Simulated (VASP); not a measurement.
The system is Ni.

```
Ni
1.0
     2.48875    0.00000    0.00000
    -1.24437    2.15532    0.00000
     0.00000    0.00000    4.06412
Ni
2
Direct
  0.33333 0.66667 0.25000
  0.66667 0.33333 0.75000
```

This isn't the form of Ni at room conditions, which is fcc.

* Program: VASP 6.6.1
* Task: relaxation of cell and atoms
* Functional: PBEsol
* Potentials or basis: VASP PAW PBE potentials, release 64 (Ni)
* Cutoff: 600 eV
* k mesh: 21 × 21 × 10
* Occupations: gaussian, width 0.1 eV
* Spin: no spin polarisation

At the start: pressure -10.3 GPa; volume 10.90 Å³/atom.

**Question.** How do energy, volume and symmetry change on relaxing?

**Answer.** Over 9 steps the energy falls by 19.0 meV/atom and the volume is 10.36 Å³/atom (-5.0 %); space group P6_3/mmc (No. 194, to 0.05 Å).

Step by step:
| step | energy change (eV) | largest force (eV/Å) | pressure (GPa) | volume (Å³) |
| --- | --- | --- | --- | --- |
| 1 | 0.0000 | 0.0000 | -10.31 | 21.80 |
| 2 | 0.0045 | 0.0000 | 13.58 | 19.66 |
| 3 | -0.0375 | 0.0000 | -0.03 | 20.72 |
| 4 | -0.0375 | 0.0000 | 0.22 | 20.69 |
| 5 | -0.0380 | 0.0000 | 0.19 | 20.70 |
| 6 | -0.0381 | 0.0000 | 0.15 | 20.70 |
| 7 | -0.0381 | 0.0000 | 0.20 | 20.70 |
| 8 | -0.0380 | 0.0000 | -0.25 | 20.74 |
| 9 | -0.0381 | 0.0000 | 0.01 | 20.71 |

Final structure:
```xyz
2
Lattice="2.4377 0.0000 0.0000 -1.2188 2.1111 0.0000 0.0000 0.0000 4.0248" Properties=species:S:1:pos:R:3 pbc="T T T"
Ni    0.0000    1.4074    1.0062
Ni    1.2188    0.7037    3.0186
```

Caveat: the PAW data sets were made with another functional, which shifts forces and pressure a little; the run has no spin polarisation, though such a crystal can be magnetic.
